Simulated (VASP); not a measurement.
MgO, 2 atoms in the cell. Symmetry: Fm-3m, No. 225, cubic system. The conventional cell has a = 4.220 Å, b = 4.220 Å, c = 4.220 Å, α = 90.00°, β = 90.00°, γ = 90.00°. Mg (site symmetry m-3m) has 6 O at 2.11 Å as nearest neighbours. O (site symmetry m-3m) has 6 Mg at 2.11 Å as nearest neighbours. The cell was built by a generator and needn't be a form met in nature.

- Program: VASP 6.6.1
- Task: relaxation of cell and atoms
- Functional: r2SCAN
- Dispersion: rVV10
- Potentials or basis: VASP PAW PBE potentials, release 64 (Mg, O)
- Cutoff: 600 eV
- k mesh: 12 × 12 × 12
- Occupations: gaussian, width 0.02 eV
- Spin: no spin polarisation
- Further INCAR settings: ALGO = Normal; EDIFF = 1e-06; IBRION = 2; EDIFFG = -0.005; NSW = 60; ISIF = 3

Potentials or basis: VASP PAW PBE potentials, release 64 (Mg, O).

Launch:

```sh
$ cat potpaw_PBE.64/Mg/POTCAR potpaw_PBE.64/O/POTCAR > POTCAR
$ mpirun -np 4 vasp_std > vasp.out
```

Hardware: 4 MPI ranks on Intel(R) Xeon(R) Platinum 8259CL CPU @ 2.50GHz (Skylake/Cascade Lake), with other jobs on the host.

Q: Estimate the wall time of this run.

A: Run time: 2.1 min on 4 MPI ranks on Intel(R) Xeon(R) Platinum 8259CL CPU @ 2.50GHz (Skylake/Cascade Lake) (shared host), peak memory 0.22 GiB a rank. Counts: scf iterations 38, k points 72, ion steps 3.
